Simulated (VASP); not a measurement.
# Ni2H (P-3m1) in VASP: a series of runs, part 2 of 2

VASP 6.6.1. The steps go on from the part before.

**4. Single point, r2SCAN, collinear spin, ferromagnetic start**

INCAR

```
SYSTEM = Ni2H
ADDGRID  = .FALSE.      
ALGO     = Normal         ! electronic algorithm
EDIFF    = 1E-6           ! SCF threshold, eV
ENCUT    = 650            ! plane-wave cutoff, eV
ISIF     = 2              ! what is computed and relaxed
ISMEAR   = 0              ! smearing method
ISPIN    = 2              ! spin polarisation
LASPH    = .TRUE.         ! aspherical terms in the spheres
LCHARG   = .FALSE.        ! write CHGCAR
LMAXMIX  = 4              ! l up to which the mixer works
LMIXTAU  = .TRUE.       
LORBIT   = 11             ! projections on sites
LREAL    = .FALSE.        ! projectors in reciprocal space
LWAVE    = .FALSE.        ! write WAVECAR
MAGMOM   = 1 1 0          ! initial moments
METAGGA  = R2SCAN         ! meta-GGA
NBANDS   = 22             ! bands
NELM     = 100            ! most SCF steps
PREC     = Accurate       ! precision mode
SIGMA    = 0.05           ! smearing width, eV
```

KPOINTS

```
k-points
0
G
  4 4 2
  0 0 0
```

POSCAR

```
Ni2H
1.0
    2.6430000000      0.0000000000      0.0000000000
   -1.3215000000      2.2889051422      0.0000000000
    0.0000000000      0.0000000000      4.3080000000
Ni H
2 1
Direct
    0.6666666667      0.3333333333      0.7670000000
    0.3333333333      0.6666666667      0.2330000000
    0.0000000000      0.0000000000      0.0000000000
```

Potentials or basis: VASP PAW PBE potentials, release 64 (Ni, H_s).

The run is started by

```console
cat potpaw_PBE.64/Ni/POTCAR potpaw_PBE.64/H_s/POTCAR > POTCAR
mpirun -np 1 vasp_std > vasp.out
```

OUTCAR:

```text
SYSTEM = Ni2H
   EDIFF = 1E-6
   ENCUT = 650
   ISIF = 2
   ISMEAR = 0
   ISPIN = 2
   LASPH = .TRUE.
   LORBIT = 11
   LREAL = .FALSE.
   METAGGA = R2SCAN
   NELM = 100
   PREC = Accurate

 Found      8 irreducible k-points:

 Following reciprocal coordinates:
            Coordinates               Weight
  0.000000  0.000000  0.000000      1.000000
  0.250000  0.000000  0.000000      6.000000
  0.500000  0.000000  0.000000      3.000000
  0.250000  0.250000  0.000000      6.000000
  0.000000  0.000000  0.500000      1.000000
  0.250000  0.000000  0.500000      6.000000
   k-points           NKPTS =      8   k-points in BZ     NKDIM =      8   number of bands    NBANDS=     22
   number of dos      NEDOS =    301   number of ions     NIONS =      3
   total plane-waves  NPLWV =  20736
   dimension x,y,z NGX =    24 NGY =   24 NGZ =   36
   dimension x,y,z NGXF=    48 NGYF=   48 NGZF=   72
   ions per type =               2   1
   NGX,Y,Z   is equivalent  to a cutoff of  15.10, 15.10, 13.89 a.u.
   NGXF,Y,Z  is equivalent  to a cutoff of  30.19, 30.19, 27.78 a.u.
 SYSTEM =  Ni2H
   PREC   = accura    normal or accurate (medium, high low for compatibility)
   ISTART =      0    job   : 0-new  1-cont  2-samecut
   ICHARG =      2    charge: 1-file 2-atom 10-const
   ISPIN  =      2    spin polarized calculation?
   LNONCOLLINEAR =      F non collinear calculations
   LSORBIT =      F    spin-orbit coupling
   LASPH  =      T    aspherical Exc in radial PAW
   ENCUT  =  650.0 eV  47.77 Ry    6.91 a.u.   5.49  5.49  8.96*2*pi/ulx,y,z
   NELM   =    100;   NELMIN=  2; NELMDL= -5     # of ELM steps
   EDIFF  = 0.1E-05   stopping-criterion for ELM
   LREAL  =      F    real-space projection
   EDIFFG = 0.1E-04   stopping-criterion for IOM
   NSW    =      0    number of steps for IOM
   IBRION =     -1    ionic relax: 0-MD 1-quasi-New 2-CG
   NFREE  =      0    steps in history (QN), initial steepest desc. (CG)
   ISIF   =      2    stress and relaxation
   ISYM   =      2    0-nonsym 1-usesym 2-fastsym
   POTIM  = 0.5000    time-step for ionic-motion
   TEBEG  =    0.0;   TEEND  =   0.0 temperature during run
   PSTRESS=    0.0 pullay stress
   NELECT =      21.0000    total number of electrons
   NUPDOWN=      -1.0000    fix difference up-down
   EMIN   =  10.00;   EMAX   =-10.00  energy-range for DOS
   EFERMI =   0.00;   METHOD = LEGACY
[... 38 lines left out ...]
 cond. band min:       7.8870290588   @ k =   0.5000   0.0000   0.5000
 fundamental gap:      0.0635390766
 Fermi energy:         7.8580410627

 spin component 1

 k-point     1 :       0.0000    0.0000    0.0000
  band No.  band energies     occupation
      1      -3.5115      1.00000
      2       3.0548      1.00000
      3       5.1772      1.00000
      4       5.3241      1.00000
      5       5.3241      1.00000
      6       5.5718      1.00000
[... 139 lines left out ...]
     21      34.6399      0.00000
     22      36.4808      0.00000

 [... further k-points ...]

 spin component 2

 k-point     1 :       0.0000    0.0000    0.0000
  band No.  band energies     occupation
      1      -3.6583      1.00000
      2       3.6982      1.00000
      3       5.3094      1.00000
      4       6.1594      1.00000
      5       6.1595      1.00000
      6       6.4215      1.00000
[... 139 lines left out ...]
     21      34.7497      0.00000
     22      36.6222      0.00000

 [... further k-points ...]

------------------------ aborting loop because EDIFF is reached ----------------------------------------

  FORCE on cell =-STRESS in cart. coord.  units (eV):
  Direction    XX          YY          ZZ          XY          YZ          ZX
  --------------------------------------------------------------------------------------
  -------------------------------------------------------------------------------------
  Total       -2.5052417     -2.5052417     -1.5472840      0.0000000     -0.0000000      0.0000000
  in kB     -154.0137764   -154.0137764    -95.1217775      0.0000000     -0.0000000      0.0000000
  external PRESSURE =    -134.3831101 kB  Pullay stress =       0.0000000 kB

 VOLUME and BASIS-vectors are now :
 -----------------------------------------------------------------------------
  energy-cutoff  :      650.00
  volume of cell :       26.06
      direct lattice vectors                 reciprocal lattice vectors
     2.643000000  0.000000000  0.000000000     0.378357927  0.218445051  0.000000000
    -1.321500000  2.288905142  0.000000000     0.000000000  0.436890102  0.000000000
     0.000000000  0.000000000  4.308000000     0.000000000  0.000000000  0.232126277

 POSITION                                       TOTAL-FORCE (eV/Angst)
 -----------------------------------------------------------------------------------
      1.32150      0.76297      3.30424        -0.000000      0.000000     -1.194279
     -0.00000      1.52594      1.00376         0.000000      0.000000      1.194279
      0.00000      0.00000      0.00000         0.000000      0.000000      0.000000
 -----------------------------------------------------------------------------------
    total drift:                                0.000000     -0.000000     -0.000000

  FREE ENERGIE OF THE ION-ELECTRON SYSTEM (eV)
  ---------------------------------------------------
  free  energy   TOTEN  =       -26.9202546253 eV

  energy  without entropy=      -26.9161774435  energy(sigma->0) =      -26.91821603

 total charge

# of ion       s       p       d       tot
------------------------------------------
    1        0.425   0.462   8.379   9.266
    2        0.425   0.462   8.379   9.266
    3        0.703   0.084   0.000   0.787
--------------------------------------------------
tot          1.553   1.008  16.758  19.320

 magnetization (x)

# of ion       s       p       d       tot
------------------------------------------
    1       -0.008  -0.023   0.625   0.594
    2       -0.008  -0.023   0.625   0.594
    3        0.003  -0.007   0.000  -0.003
--------------------------------------------------
tot         -0.012  -0.053   1.251   1.185
```

It took 78 s on 1 thread of Intel Xeon Platinum 8175M at 2.50GHz (Skylake/Cascade Lake), shared host; peak memory 0.18 GiB.

The run converged, but some of its settings lie outside the range that counts as converged, so its numbers aren't taken as properties of the crystal.

Results:

- Free energy: -26.9203 eV
- Pressure: -13.4 GPa
- Largest force: 1.194 eV/Å
- Band gap on the k mesh: none (metal or under the smearing width)
- Net moment: 1.13 μB per cell
- Site moments: Ni +0.59; H -0.00 μB
- Valence electrons inside the program's atomic spheres: Ni 9.27; H 0.79

Caveat: the k mesh is coarse (spacing up to 0.73 Å⁻¹), so the values aren't converged; the PAW data sets were made with another functional, which shifts forces and pressure a little.

**5. Single point, r2SCAN, collinear spin, ferromagnetic start**

Changes to INCAR since step 4:

```diff
@@ -4,3 +4,3 @@
 EDIFF    = 1E-6           ! SCF threshold, eV
-ENCUT    = 650            ! plane-wave cutoff, eV
+ENCUT    = 400            ! plane-wave cutoff, eV
 ISIF     = 2              ! what is computed and relaxed
```

KPOINTS

```
k-points
0
G
  5 5 3
  0 0 0
```

POSCAR is that of step 4.

The run is started by

```console
cat potpaw_PBE.64/Ni/POTCAR potpaw_PBE.64/H_s/POTCAR > POTCAR
mpirun -np 1 vasp_std > vasp.out
```

It took 99 s on 1 thread of Intel Xeon Platinum 8175M at 2.50GHz (Skylake/Cascade Lake), shared host; peak memory 0.14 GiB.

These settings aren't checked as converged: the numbers below hold their error.

What came out:

- Free energy: -26.9620 eV
- Pressure: -15.7 GPa
- Largest force: 1.006 eV/Å
- Band gap on the k mesh: none (metal or under the smearing width)
- Net moment: 0.92 μB per cell
- Site moments: Ni +0.49; H -0.01 μB
- Valence electrons inside the program's atomic spheres: Ni 9.27; H 0.78

Caveat: the k mesh is coarse (spacing up to 0.55 Å⁻¹), so the values aren't converged; the PAW data sets were made with another functional, which shifts forces and pressure a little.

**6. Single point, r2SCAN, collinear spin, ferromagnetic start**

Changes to INCAR since step 5:

```diff
@@ -4,3 +4,3 @@
 EDIFF    = 1E-6           ! SCF threshold, eV
-ENCUT    = 400            ! plane-wave cutoff, eV
+ENCUT    = 340            ! plane-wave cutoff, eV
 ISIF     = 2              ! what is computed and relaxed
```

KPOINTS

```
k-points
0
G
  6 6 3
  0 0 0
```

POSCAR is that of step 5.

Potentials or basis: VASP PAW PBE potentials, release 64 (Ni, H_s).

The run is started by

```console
cat potpaw_PBE.64/Ni/POTCAR potpaw_PBE.64/H_s/POTCAR > POTCAR
mpirun -np 1 vasp_std > vasp.out
```

Wall time 2 min (1 thread of Intel Xeon Platinum 8175M at 2.50GHz (Skylake/Cascade Lake), shared host); peak memory 0.13 GiB.

These settings aren't checked as converged: the numbers below hold their error.

Results:

```yaml
Free_energy: -26.9675 eV
Pressure: -16.9 GPa
Largest_force: 1.157 eV/Å
Band_gap_on_the_k_mesh: none (metal or under the smearing width)
Net_moment: 0.44 μB per cell
Site_moments: Ni +0.24; H -0.01 μB
Valence_electrons_inside_the_program's_atomic_spheres: Ni 9.26; H 0.78
```

Caveat: the k mesh is coarse (spacing up to 0.49 Å⁻¹), so the values aren't converged; the PAW data sets were made with another functional, which shifts forces and pressure a little.
